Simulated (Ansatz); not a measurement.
## SrTiO₃ and a variant

Base: a structure deposited in the COD, whose atoms a relaxation with PBE at fixed cell left in place.

```xyz
5
Lattice="3.9050 0.0000 0.0000 0.0000 3.9050 0.0000 0.0000 0.0000 3.9050" Properties=species:S:1:pos:R:3 pbc="T T T"
Sr    0.0000    0.0000    0.0000
Ti    1.9525    1.9525    1.9525
O     0.0000    1.9525    1.9525
O     1.9525    0.0000    1.9525
O     1.9525    1.9525    0.0000
```

Atoms are numbered from 1 in the order listed; like atoms form one site, named after its first atom.

Computed with Ansatz: DFT, PBE, plane waves and PAW, scalar-relativistic, 420 eV cutoff, Γ-centred 8×8×8 k-points, Fermi–Dirac smearing 0.02 eV.

Q: Variant: z compressed by 2 %, ions relaxed. What happens to the gradients (10²¹ V/m²)?

A: 

| site | atoms | V_zz base | η base | V_zz variant | η variant |
| --- | --- | --- | --- | --- | --- |
| Sr | 1 | 0.00 | – | -0.23 | 0.00 |
| Ti | 2 | 0.00 | – | -2.14 | 0.00 |
| O3 | 3, 4 | 1.30 | 0.00 | 1.38 | 0.49 |
| O5 | 5 | 1.30 | 0.00 | 0.50 | 0.00 |

The largest change of V_zz is on Ti, from 0.00 to -2.14. In per cent, |V_zz| changes by -61 to +6 on O (all sites that start above 0.5). Where |V_zz| stays above 0.1, η moves most on O3, from 0.00 to 0.49. The number of symmetry-distinct sites goes from 3 to 4.

For the base: This high-symmetry form of SrTiO3 is unstable when cold, to tilts of the octahedra. The symmetry of the cell holds that distortion back, wholly or in part, and it would change the field gradients, the more the larger the distortion.
For the variant: Without spin–orbit coupling (the program notes it for Sr) the gradients are little affected as a rule: paired runs on crystals with a gap mostly move them by under 2 % at such atoms. At this changed cell the PBE pressure is 8 GPa.
